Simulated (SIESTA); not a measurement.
A run of SIESTA 5.4.2:

MoS2.fdf

```
SystemName                      MoS2
SystemLabel                     MoS2
NumberOfSpecies                 2
NumberOfAtoms                   3
%block ChemicalSpeciesLabel
  1  42 Mo
  2  16 S
%endblock ChemicalSpeciesLabel

LatticeConstant                 1.0 Ang
%block LatticeVectors
     3.2274645616     0.0000000000     0.0000000000
    -1.6137322808     2.7950663001     0.0000000000
     0.0000000000     0.0000000000     6.3124734200
%endblock LatticeVectors
AtomicCoordinatesFormat         Ang
%block AtomicCoordinatesAndAtomicSpecies
     0.0102068567    -0.0510574761     3.1517990412  1
     1.5960538437     0.9006737793     4.7232261744  2
    -0.0310820975     1.9198667550     1.5943035368  2
%endblock AtomicCoordinatesAndAtomicSpecies

%block kgrid.MonkhorstPack
    9   0   0  0.0
    0   9   0  0.0
    0   0   4  0.0
%endblock kgrid.MonkhorstPack
XC.Functional                   GGA
XC.Authors                      PBE
PAO.BasisSize                   DZP
PAO.EnergyShift                 0.003 Ry
Mesh.Cutoff                     800 Ry
OccupationFunction              FD
ElectronicTemperature           0.05 eV
MaxSCFIterations                120
SCF.MustConverge                false
SCF.Mixer.Method                Pulay
SCF.Mixer.Weight                0.25
SCF.Mixer.History               8
SCF.DM.Tolerance                5.0e-05
SCF.H.Tolerance                 1.0e-03 eV
WriteForces                     true
Charge.Mulliken                 end
%block PAO.Basis
  Mo 5
  n=4 0 2
    3.234 0.000
  n=5 0 2
    8.986 0.000
  n=4 1 2
    3.729 0.000
  n=5 1 1
    8.986
  n=4 2 2
    6.762 0.000
%endblock PAO.Basis
```

Potentials or basis: PseudoDojo 0.4 standard (PBE files), DZP (energy shift 0.003 Ry; two zetas on semicore shells).

Launch:

```bash
$ siesta MoS2.fdf > MoS2.out 2>&1
```

Hardware: 1 thread of Intel(R) Xeon(R) Platinum 8375C CPU @ 2.90GHz (Ice Lake) (shared host).

Problem. How long does it take, and how much memory?

Solution. Wall time 90 s on 1 thread of Intel(R) Xeon(R) Platinum 8375C CPU @ 2.90GHz (Ice Lake), with other jobs on the host, peak memory 0.36 GiB. Counts: scf iterations 11, k points 167, bands 49.
